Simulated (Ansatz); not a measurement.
A relaxation computed with Ansatz, from input to last step.

```yaml
crystal:
  lattice:
    - [6.1882403624, -1.0e-10, 0.0]
    - [-3.0941201812, -5.3591733585, 0.0]
    - [0.0, 0.0, -10.1293391981]
  atoms:
    - { symbol: C, position: [0.1666666667, 0.3333333333, 0.0637743471], spin: 0.2 }
    - { symbol: Si, position: [0.6642562333, 0.3285124666, 0.0634746759] }
    - { symbol: Si, position: [0.1714875334, 0.8357437667, 0.0634746759] }
    - { symbol: Si, position: [0.6642562333, 0.8357437667, 0.0634746759] }
    - { symbol: Si, position: [0.8341264724, 0.1670632362, 0.5616015187] }
    - { symbol: Si, position: [0.3329367638, 0.1670632362, 0.5616015187] }
    - { symbol: Si, position: [0.8333333333, 0.6666666667, 0.5615498869] }
    - { symbol: Si, position: [0.3329367638, 0.6658735276, 0.5616015187] }
    - { symbol: Si, position: [0.0013036159, 0.4986963841, 0.3067816049] }
    - { symbol: Si, position: [0.4973927681, 0.4986963841, 0.3067816049] }
    - { symbol: Si, position: [0.0013036159, 1.0026072319, 0.3067816049] }
    - { symbol: Si, position: [0.5, 1.0, 0.3133051118] }
    - { symbol: Si, position: [0.0031527001, 0.4968472999, 0.8160934644] }
    - { symbol: Si, position: [0.4936945997, 0.4968472999, 0.8160934644] }
    - { symbol: Si, position: [0.0031527001, 1.0063054003, 0.8160934644] }
    - { symbol: Si, position: [0.5, 1.0, 0.8111051213] }
    - { symbol: C, position: [0.1666666667, 0.3333333333, 0.2298095493], spin: 0.2 }
    - { symbol: C, position: [0.6658780731, 0.3317561462, 0.2505069564] }
    - { symbol: C, position: [0.1682438538, 0.8341219269, 0.2505069564] }
    - { symbol: C, position: [0.6658780731, 0.8341219269, 0.2505069564] }
    - { symbol: C, position: [0.8338073838, 0.1669036919, 0.7499185172] }
    - { symbol: C, position: [0.3330963081, 0.1669036919, 0.7499185172] }
    - { symbol: C, position: [0.8333333333, 0.6666666667, 0.757936382] }
    - { symbol: C, position: [0.3330963081, 0.6661926162, 0.7499185172] }
    - { symbol: C, position: [0.0010557762, 0.0021115525, 0.4971377858] }
    - { symbol: C, position: [0.5, 0.0, 0.5004113392] }
    - { symbol: C, position: [0.0010557762, 0.4989442238, 0.4971377858] }
    - { symbol: C, position: [0.4978884475, 0.4989442238, 0.4971377858] }
    - { symbol: C, position: [0.0146942838, 0.0293885677, 1.0063401781], spin: 0.2 }
    - { symbol: C, position: [0.5, 0.0, 0.9985521573] }
    - { symbol: C, position: [0.0146942838, 0.4853057162, 1.0063401781], spin: 0.2 }
    - { symbol: C, position: [0.4706114323, 0.4853057162, 1.0063401781], spin: 0.2 }
  host:
    lattice:
      - [3.0941201812, 0.0, 0.0]
      - [-1.5470600906, 2.6795866793, 0.0]
      - [0.0, 0.0, 10.1293391981]
    atoms:
      - { symbol: Si, position: [0.6666666667, 0.3333333333, 0.9378441878] }
      - { symbol: Si, position: [0.3333333333, 0.6666666667, 0.4378441878] }
      - { symbol: Si, position: [0.0, 0.0, 0.6878995565] }
      - { symbol: Si, position: [0.0, 0.0, 0.1878995565] }
      - { symbol: C, position: [0.6666666667, 0.3333333333, 0.7498074459] }
      - { symbol: C, position: [0.3333333333, 0.6666666667, 0.2498074459] }
      - { symbol: C, position: [0.0, 0.0, 0.5004478099] }
      - { symbol: C, position: [0.0, 0.0, 0.0004478099] }
total_charge: -1
basis:
  ecutwfc: 420
  xc_grid: 2
kpoints:
  mp_grid: { grid: [2, 2, 2], shift: [0.0, 0.0, 0.0] }
hamiltonian:
  xc: pbe
scf:
  occupations: { method: gaussian, width: 0.01 }
output:
  forces: true
  stress: false
  eigenvalues: true
  populations: true
  charged_corrections:
    defect_position: [0.16666667, 0.33333333, 0.06215581]
    epsilon: [[10.3446, 0.0, 0.0], [0.0, 10.3446, 0.0], [0.0, 0.0, 11.0257]]
  write_density: true
  write_potential: true
  elf: true
  volumetric_format: npy
magnetization:
  spin_polarized: true
relax:
  adjacent_minimum: "off"
  f_tol: 0.025
  max_steps: 45
```

```bash
ansatz run input.yaml --threads 4 --pin off --max-ram 10240MiB --backend cpu --events-out ev --progress --plain --runs-dir out
```

Method: DFT PBE, scalar-relativistic, plane waves, PAW (Ansatz).

The cell holds a point defect: C on a Si site (b), charge −1.

Of 5 frames 5 are shown, positions in Å and forces in eV/Å; the SCF threshold varies from step to step. The mark taken_back stands on steps that the optimiser undid.

```xyz
32
Lattice="6.1882 0.0000 0.0000 -3.0941 -5.3592 0.0000 0.0000 0.0000 -10.1293" Properties=species:S:1:pos:R:3:forces:R:3 pbc="T T T" step=1 free_energy_over_end_meV_per_atom=1.27
C     0.0000   -1.7864   -0.6460    0.0000    0.0000    0.2078
Si    3.0941   -1.7606   -0.6430    0.0000   -0.5826   -0.0610
Si   -1.5247   -4.4789   -0.6430   -0.5045    0.2913   -0.0610
Si    1.5247   -4.4789   -0.6430    0.5045    0.2913   -0.0610
Si    4.6449   -0.8953   -5.6887   -0.0208    0.0120    0.1969
Si    1.5434   -0.8953   -5.6887    0.0208    0.0120    0.1969
Si    3.0941   -3.5728   -5.6881    0.0000    0.0000    0.1242
Si    0.0000   -3.5685   -5.6887    0.0000   -0.0240    0.1969
Si   -1.5350   -2.6726   -3.1075    0.0258    0.0149   -0.0757
Si    1.5350   -2.6726   -3.1075   -0.0258    0.0149   -0.0757
Si   -3.0941   -5.3731   -3.1075    0.0000   -0.0298   -0.0757
Si    0.0000   -5.3592   -3.1736    0.0000    0.0000   -0.1826
Si   -1.5178   -2.6627   -8.2665   -0.0375   -0.0216   -0.1153
Si    1.5178   -2.6627   -8.2665    0.0375   -0.0216   -0.1153
Si   -3.0941   -5.3930   -8.2665    0.0000    0.0433   -0.1153
Si    0.0000   -5.3592   -8.2160    0.0000    0.0000   -0.0193
C     0.0000   -1.7864   -2.3278    0.0000    0.0000    0.0852
C     3.0941   -1.7779   -2.5375    0.0000   -0.0228    0.1065
C    -1.5397   -4.4702   -2.5375   -0.0198    0.0114    0.1065
C     1.5397   -4.4702   -2.5375    0.0198    0.0114    0.1065
C     4.6434   -0.8945   -7.5962    0.0104   -0.0060    0.0196
C     1.5449   -0.8945   -7.5962   -0.0104   -0.0060    0.0196
C     3.0941   -3.5728   -7.6774    0.0000    0.0000    0.0757
C     0.0000   -3.5702   -7.5962    0.0000    0.0121    0.0196
C     0.0000   -0.0113   -5.0357    0.0000    0.0093   -0.0522
C     3.0941    0.0000   -5.0688    0.0000    0.0000   -0.1025
C    -1.5373   -2.6739   -5.0357   -0.0081   -0.0047   -0.0522
C     1.5373   -2.6739   -5.0357    0.0081   -0.0047   -0.0522
C     0.0000   -0.1575  -10.1936    0.0000   -0.0109   -0.0972
C     3.0941    0.0000  -10.1147    0.0000    0.0000    0.0468
C    -1.4107   -2.6008  -10.1936    0.0095    0.0055   -0.0972
C     1.4107   -2.6008  -10.1936   -0.0095    0.0055   -0.0972
32
Lattice="6.1882 0.0000 0.0000 -3.0941 -5.3592 0.0000 0.0000 0.0000 -10.1293" Properties=species:S:1:pos:R:3:forces:R:3 pbc="T T T" step=2 free_energy_over_end_meV_per_atom=0.44
C     0.0000   -1.7864   -0.6362    0.0000    0.0000    0.1218
Si    3.0941   -1.7758   -0.6453    0.0000   -0.3758   -0.0395
Si   -1.5379   -4.4713   -0.6453   -0.3255    0.1879   -0.0395
Si    1.5379   -4.4713   -0.6453    0.3255    0.1879   -0.0395
Si    4.6448   -0.8953   -5.6846   -0.1366    0.0788    0.0903
Si    1.5435   -0.8953   -5.6846    0.1366    0.0788    0.0903
Si    3.0941   -3.5728   -5.6809    0.0000    0.0000   -0.0662
Si    0.0000   -3.5686   -5.6846    0.0000   -0.1577    0.0903
Si   -1.5327   -2.6713   -3.1081    0.0635    0.0367    0.0690
Si    1.5327   -2.6713   -3.1081   -0.0635    0.0367    0.0690
Si   -3.0941   -5.3758   -3.1081    0.0000   -0.0733    0.0690
Si    0.0000   -5.3592   -3.1780    0.0000    0.0000   -0.0594
Si   -1.5192   -2.6635   -8.2682   -0.0028   -0.0016   -0.0876
Si    1.5192   -2.6635   -8.2682    0.0028   -0.0016   -0.0876
Si   -3.0941   -5.3914   -8.2682    0.0000    0.0033   -0.0876
Si    0.0000   -5.3592   -8.2248    0.0000    0.0000   -0.0131
C     0.0000   -1.7864   -2.3192    0.0000    0.0000   -0.0770
C     3.0941   -1.7794   -2.5381    0.0000   -0.0570    0.0098
C    -1.5410   -4.4695   -2.5381   -0.0493    0.0285    0.0098
C     1.5410   -4.4695   -2.5381    0.0493    0.0285    0.0098
C     4.6429   -0.8942   -7.5953    0.0208   -0.0120    0.0053
C     1.5454   -0.8942   -7.5953   -0.0208   -0.0120    0.0053
C     3.0941   -3.5728   -7.6710    0.0000    0.0000    0.0023
C     0.0000   -3.5708   -7.5953    0.0000    0.0240    0.0053
C     0.0000   -0.0119   -5.0351    0.0000    0.0097   -0.0156
C     3.0941    0.0000   -5.0721    0.0000    0.0000   -0.0220
C    -1.5368   -2.6736   -5.0351   -0.0084   -0.0049   -0.0156
C     1.5368   -2.6736   -5.0351    0.0084   -0.0049   -0.0156
C     0.0000   -0.1584  -10.1943    0.0000    0.0184   -0.0520
C     3.0941    0.0000  -10.1285    0.0000    0.0000    0.1748
C    -1.4099   -2.6004  -10.1943   -0.0159   -0.0092   -0.0520
C     1.4099   -2.6004  -10.1943    0.0159   -0.0092   -0.0520
32
Lattice="6.1882 0.0000 0.0000 -3.0941 -5.3592 0.0000 0.0000 0.0000 -10.1293" Properties=species:S:1:pos:R:3:forces:R:3 pbc="T T T" step=3 free_energy_over_end_meV_per_atom=0.45 taken_back
C     0.0000   -1.7864   -0.6231    0.0000    0.0000   -0.1304
Si    3.0941   -1.8073   -0.6471    0.0000    0.3944   -0.0121
Si   -1.5651   -4.4555   -0.6471    0.3416   -0.1972   -0.0121
Si    1.5651   -4.4555   -0.6471   -0.3416   -0.1972   -0.0121
Si    4.6360   -0.8902   -5.6767    0.1084   -0.0626   -0.1131
Si    1.5523   -0.8902   -5.6767   -0.1084   -0.0626   -0.1131
Si    3.0941   -3.5728   -5.6855    0.0000    0.0000   -0.0517
Si    0.0000   -3.5788   -5.6767    0.0000    0.1252   -0.1131
Si   -1.5263   -2.6676   -3.1023   -0.0823   -0.0475   -0.0207
Si    1.5263   -2.6676   -3.1023    0.0823   -0.0475   -0.0207
Si   -3.0941   -5.3831   -3.1023    0.0000    0.0951   -0.0207
Si    0.0000   -5.3592   -3.1762    0.0000    0.0000    0.1991
Si   -1.5194   -2.6636   -8.2774    0.0562    0.0325    0.1600
Si    1.5194   -2.6636   -8.2774   -0.0562    0.0325    0.1600
Si   -3.0941   -5.3911   -8.2774    0.0000   -0.0649    0.1600
Si    0.0000   -5.3592   -8.2357    0.0000    0.0000   -0.0422
C     0.0000   -1.7864   -2.3098    0.0000    0.0000   -0.1206
C     3.0941   -1.7856   -2.5374    0.0000    0.0005   -0.0501
C    -1.5463   -4.4664   -2.5374    0.0004   -0.0003   -0.0501
C     1.5463   -4.4664   -2.5374   -0.0004   -0.0003   -0.0501
C     4.6425   -0.8939   -7.5949    0.0097   -0.0056   -0.0276
C     1.5458   -0.8939   -7.5949   -0.0097   -0.0056   -0.0276
C     3.0941   -3.5728   -7.6752    0.0000    0.0000   -0.0368
C     0.0000   -3.5713   -7.5949    0.0000    0.0112   -0.0276
C     0.0000   -0.0110   -5.0341    0.0000   -0.0407    0.0155
C     3.0941    0.0000   -5.0676    0.0000    0.0000    0.0585
C    -1.5376   -2.6741   -5.0341    0.0352    0.0203    0.0155
C     1.5376   -2.6741   -5.0341   -0.0352    0.0203    0.0155
C     0.0000   -0.1593  -10.1986    0.0000   -0.0005    0.0604
C     3.0941    0.0000  -10.1397    0.0000    0.0000    0.0875
C    -1.4091   -2.5999  -10.1986    0.0004    0.0002    0.0604
C     1.4091   -2.5999  -10.1986   -0.0004    0.0002    0.0604
32
Lattice="6.1882 0.0000 0.0000 -3.0941 -5.3592 0.0000 0.0000 0.0000 -10.1293" Properties=species:S:1:pos:R:3:forces:R:3 pbc="T T T" step=4 free_energy_over_end_meV_per_atom=0.01
C     0.0000   -1.7864   -0.6299    0.0000    0.0000   -0.0207
Si    3.0941   -1.7914   -0.6474    0.0000    0.0004    0.0341
Si   -1.5514   -4.4635   -0.6474    0.0003   -0.0002    0.0341
Si    1.5514   -4.4635   -0.6474   -0.0003   -0.0002    0.0341
Si    4.6399   -0.8925   -5.6802   -0.0199    0.0115   -0.0017
Si    1.5483   -0.8925   -5.6802    0.0199    0.0115   -0.0017
Si    3.0941   -3.5728   -5.6842    0.0000    0.0000   -0.0817
Si    0.0000   -3.5742   -5.6802    0.0000   -0.0230   -0.0017
Si   -1.5298   -2.6696   -3.1046    0.0114    0.0066   -0.0103
Si    1.5298   -2.6696   -3.1046   -0.0114    0.0066   -0.0103
Si   -3.0941   -5.3791   -3.1046    0.0000   -0.0131   -0.0103
Si    0.0000   -5.3592   -3.1734    0.0000    0.0000   -0.0123
Si   -1.5177   -2.6626   -8.2730   -0.0150   -0.0087    0.0140
Si    1.5177   -2.6626   -8.2730    0.0150   -0.0087    0.0140
Si   -3.0941   -5.3931   -8.2730    0.0000    0.0173    0.0140
Si    0.0000   -5.3592   -8.2278    0.0000    0.0000   -0.0198
C     0.0000   -1.7864   -2.3195    0.0000    0.0000   -0.0172
C     3.0941   -1.7826   -2.5378    0.0000   -0.0245   -0.0136
C    -1.5438   -4.4679   -2.5378   -0.0212    0.0122   -0.0136
C     1.5438   -4.4679   -2.5378    0.0212    0.0122   -0.0136
C     4.6433   -0.8944   -7.5949   -0.0005    0.0003    0.0044
C     1.5449   -0.8944   -7.5949    0.0005    0.0003    0.0044
C     3.0941   -3.5728   -7.6753    0.0000    0.0000   -0.0001
C     0.0000   -3.5703   -7.5949    0.0000   -0.0006    0.0044
C     0.0000   -0.0117   -5.0351    0.0000    0.0021    0.0155
C     3.0941    0.0000   -5.0675    0.0000    0.0000   -0.0007
C    -1.5369   -2.6737   -5.0351   -0.0018   -0.0011    0.0155
C     1.5369   -2.6737   -5.0351    0.0018   -0.0011    0.0155
C     0.0000   -0.1583  -10.1978    0.0000   -0.0085    0.0111
C     3.0941    0.0000  -10.1277    0.0000    0.0000   -0.0078
C    -1.4100   -2.6004  -10.1978    0.0074    0.0043    0.0111
C     1.4100   -2.6004  -10.1978   -0.0074    0.0043    0.0111
32
Lattice="6.1882 0.0000 0.0000 -3.0941 -5.3592 0.0000 0.0000 0.0000 -10.1293" Properties=species:S:1:pos:R:3:forces:R:3 pbc="T T T" step=5 free_energy_over_end_meV_per_atom=0.00
C     0.0000   -1.7864   -0.6309    0.0000    0.0000    0.0119
Si    3.0941   -1.7924   -0.6457    0.0000    0.0104    0.0000
Si   -1.5523   -4.4630   -0.6457    0.0090   -0.0052    0.0000
Si    1.5523   -4.4630   -0.6457   -0.0090   -0.0052    0.0000
Si    4.6392   -0.8921   -5.6799   -0.0025    0.0014   -0.0050
Si    1.5490   -0.8921   -5.6799    0.0025    0.0014   -0.0050
Si    3.0941   -3.5728   -5.6888    0.0000    0.0000   -0.0116
Si    0.0000   -3.5751   -5.6799    0.0000   -0.0029   -0.0050
Si   -1.5297   -2.6696   -3.1060   -0.0055   -0.0032    0.0054
Si    1.5297   -2.6696   -3.1060    0.0055   -0.0032    0.0054
Si   -3.0941   -5.3792   -3.1060    0.0000    0.0064    0.0054
Si    0.0000   -5.3592   -3.1732    0.0000    0.0000    0.0164
Si   -1.5179   -2.6627   -8.2717    0.0114    0.0066   -0.0041
Si    1.5179   -2.6627   -8.2717   -0.0114    0.0066   -0.0041
Si   -3.0941   -5.3929   -8.2717    0.0000   -0.0131   -0.0041
Si    0.0000   -5.3592   -8.2287    0.0000    0.0000   -0.0077
C     0.0000   -1.7864   -2.3212    0.0000    0.0000   -0.0063
C     3.0941   -1.7837   -2.5376    0.0000   -0.0015   -0.0054
C    -1.5448   -4.4673   -2.5376   -0.0013    0.0008   -0.0054
C     1.5448   -4.4673   -2.5376    0.0013    0.0008   -0.0054
C     4.6429   -0.8942   -7.5944    0.0001   -0.0001    0.0023
C     1.5453   -0.8942   -7.5944   -0.0001   -0.0001    0.0023
C     3.0941   -3.5728   -7.6766    0.0000    0.0000    0.0080
C     0.0000   -3.5707   -7.5944    0.0000    0.0001    0.0023
C     0.0000   -0.0110   -5.0360    0.0000   -0.0049    0.0051
C     3.0941    0.0000   -5.0671    0.0000    0.0000    0.0047
C    -1.5375   -2.6741   -5.0360    0.0042    0.0024    0.0051
C     1.5375   -2.6741   -5.0360   -0.0042    0.0024    0.0051
C     0.0000   -0.1590  -10.1963    0.0000    0.0014   -0.0039
C     3.0941    0.0000  -10.1282    0.0000    0.0000    0.0011
C    -1.4093   -2.6001  -10.1963   -0.0012   -0.0007   -0.0039
C     1.4093   -2.6001  -10.1963    0.0012   -0.0007   -0.0039
```

Time: 12 s on 4 threads of AMD EPYC 9R45 96-Core Processor (Zen 5) (shared host), peak memory 1.1 GiB.